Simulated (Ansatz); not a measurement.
## Rh: strain and displacement

```
CELL_PARAMETERS angstrom
0.00000 1.90155 1.90155
1.90155 0.00000 1.90155
1.90155 1.90155 0.00000
ATOMIC_POSITIONS crystal
Rh 0.00000 0.00000 0.00000
```

The geometry is COD entry 9008482, unchecked; take it as a test cell.

Computed with Ansatz 0.2.0, DFT, PBE, all-electron PAW with datasets made for the crystal, scalar-relativistic.

Settings: a Γ-centred 16×16×16 k mesh, Fermi–Dirac smearing of 0.08 eV, cutoff 300 eV (chosen by the program for this cell), no spin polarisation.

The unchanged cell is at 5.99 GPa.

In a metal, stresses and small energies carry noise from the k mesh.

x, y and z are the Cartesian axes of the cell as listed; fractional coordinates follow a strain, and an engineering shear is twice the off-diagonal strain component.

With equal xy, yz and zx engineering shear strains of +2 %: energy change +10 meV/atom; stress change (xx, yy, zz, yz, xz, xy) 0.42, 0.42, 0.42, -3.95, -3.95, -3.95 GPa, compression positive.

(1) With this change (z strained by +4 % at fixed volume), what becomes of the energy and stress?

(2) With this change (equal xy, yz and zx engineering shear strains of -2 %), what becomes of the energy and stress?

With equal xy, yz and zx engineering shear strains of +1 %: energy change +3 meV/atom; stress change (xx, yy, zz, yz, xz, xy) 0.10, 0.10, 0.10, -1.99, -1.99, -1.99 GPa, compression positive.

(3) With this change (equal xy, yz and zx engineering shear strains of +3 %), what becomes of the energy and stress?

(4) With this change (equal xy, yz and zx engineering shear strains of -3 %), what becomes of the energy and stress?

With equal xy, yz and zx engineering shear strains of -1 %: energy change +3 meV/atom; stress change (xx, yy, zz, yz, xz, xy) 0.10, 0.10, 0.10, 2.02, 2.02, 2.02 GPa, compression positive.

## Answers

(1) Energy change +25 meV/atom; stress change (xx, yy, zz, yz, xz, xy) 5.45, 5.45, -9.24, 0.00, 0.00, 0.00 GPa, compression positive.

(2) Energy change +11 meV/atom; stress change (xx, yy, zz, yz, xz, xy) 0.42, 0.42, 0.42, 4.05, 4.05, 4.05 GPa, compression positive.

(3) Energy change +23 meV/atom; stress change (xx, yy, zz, yz, xz, xy) 0.95, 0.95, 0.95, -5.91, -5.91, -5.91 GPa, compression positive.

(4) Energy change +24 meV/atom; stress change (xx, yy, zz, yz, xz, xy) 0.96, 0.96, 0.96, 6.08, 6.08, 6.08 GPa, compression positive.
